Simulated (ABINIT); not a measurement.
ZnO (zincite):

```
CELL_PARAMETERS angstrom
3.24931 0.00000 0.00000
-1.62465 2.81398 0.00000
0.00000 0.00000 5.20571
ATOMIC_POSITIONS crystal
Zn 0.66667 0.33333 0.00000
Zn 0.33333 0.66667 0.50000
O 0.33333 0.66667 0.87901
O 0.66667 0.33333 0.37901
```

Base run:

- Program: ABINIT 10.8.3 (patched build)
- Functional: HCTH407
- Potentials or basis: JTH PAW PBE v2.0
- Cutoff: 626 eV
- k mesh: 9 × 9 × 5
- Occupations: fermi-dirac, width 0.05 eV
- Spin: no spin polarisation

Its results: band gap on the k mesh 1.41 eV, direct; pressure 6.7 GPa; largest force 0.068 eV/Å.

After a change of settings the same cell gave: band gap on the k mesh 0.79 eV, direct; pressure 4.4 GPa; largest force 0.072 eV/Å. Which change was it?
A. functional from HCTH407 to LDA-Teter; potentials or basis from JTH PAW PBE v2.0 to JTH PAW LDA v2.0
B. functional from HCTH407 to LDA; potentials or basis from JTH PAW PBE v2.0 to JTH PAW LDA v2.0
C. functional from HCTH407 to PBEsol; k mesh from 9 × 9 × 5 to 12 × 12 × 6
D. functional from HCTH407 to PBE

D.

Caveats: the PAW data sets were made with another functional, which shifts forces and pressure a little (some runs).
